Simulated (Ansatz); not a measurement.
The system is TiC.

```
Ti C
1.0
     3.04209    0.00000    0.00000
    -1.52104    2.63452    0.00000
     0.00000    0.00000    2.69797
Ti C
1 1
Cartesian
  0.0000 0.0000 1.3490
  0.0000 1.7564 0.0000
```

The cell was built by a generator and needn't be a form met in nature.

* Program: Ansatz 0.2.0
* Task: single point
* Functional: PBE
* Potentials or basis: Ansatz PAW
* Cutoff: 420 eV (not typed: the program's choice for these potentials)
* k mesh: 10 × 10 × 10
* Occupations: fermi-dirac, width 0.05 eV
* Spin: no spin polarisation

On this cell: pressure 0.1 GPa; largest force under 0.003 eV/Å; band gap on the k mesh none (metal or under the smearing width).

The same run follows on a disturbed copy (atoms moved at random, drawn with an rms of 0.05 Å):

```
Ti C
1.0
     3.04209    0.00000    0.00000
    -1.52104    2.63452    0.00000
     0.00000    0.00000    2.69797
Ti C
1 1
Direct
  0.99127 0.98536 0.48514
  0.32300 0.66110 0.02033
```

Question: What changes?

Answer: The energy (extrapolated to zero smearing) moves by +4.3 meV/atom; pressure 1.0 GPa; largest force 0.236 eV/Å; band gap on the k mesh none (metal or under the smearing width).

Forces on the atoms (eV/Å):
```
Ti  -0.125  0.138  0.146
C    0.125 -0.138 -0.146
```

Stress tensor (GPa, compression positive):
```
 1.93 -0.50  0.10
-0.50  0.62 -0.08
 0.10 -0.08  0.39
```
